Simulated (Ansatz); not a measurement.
Trial structure of Cd2HgTe3, not yet relaxed:

```yaml
crystal:
  lattice:
    - [4.38397, 0.00000, 0.00000]
    - [-2.19199, 3.79663, 0.00000]
    - [0.00000, 0.00000, 10.73850]
  atoms:
    - { symbol: Cd, position: [0.00000, 0.00000, 0.00000] }
    - { symbol: Cd, position: [0.66667, 0.33333, 0.33333] }
    - { symbol: Hg, position: [0.33333, 0.66667, 0.66667] }
    - { symbol: Te, position: [0.00000, 0.00000, 0.75000] }
    - { symbol: Te, position: [0.33333, 0.66667, 0.41667] }
    - { symbol: Te, position: [0.66667, 0.33333, 0.08333] }
```

These are results of DFT PBE, scalar-relativistic, plane waves, PAW (Ansatz), not measurements. Settings: cutoff 420 eV, Γ-centred mesh 6×6×2 on the computed 6-atom cell, Gaussian smearing of 0.10 eV; no spin polarisation.

Energies over the elements count from the elements' standard structures at the same level, with no fitted energy shifts. The references include crystalline Hg.

Question: How far from equilibrium is it?

Answer: The pressure is 11.5 GPa (the mean over three directions, positive in compression), the largest force is 0.16 eV/Å, and the energy is −0.17 eV/atom against the elements. The shortest distance is 2.68 Å.

Question: How much does it gain on relaxing, and where does it end?

Answer: Relaxing gains about 0.20 eV/atom (the start's value is from the coarse mesh, so the gain is rough) in 9 ionic steps and ends at −0.37 eV/atom on the finer mesh. The symmetry stays P3m1 (No. 156). The volume per atom grows by 22.3 %, from 29.8 to 36.4 Å³. The shortest distance goes from 2.68 Å (Cd–Te and Hg–Te) to 2.87 Å (Cd–Te). Conventional cell: a = 4.690 Å, c = 11.473 Å. Around Cd on its first site lie 4 Te at 2.87 Å; Hg has 4 Te at 2.87–2.88 Å; around Te on its first site lie 1 Cd at 2.87 Å and 3 Hg at 2.87 Å; 3 more sites not described.

The last run used a 12×12×4 mesh (in the run's order of axes) for its 6-atom cell and Gaussian smearing of 0.10 eV. These runs have no spin–orbit coupling, which can matter for Hg and Te. The reference form of Te is held partly by dispersion forces, which this level lacks. The relaxation can't lower the symmetry of the start. A structure relaxed within its symmetry needn't be a true minimum.
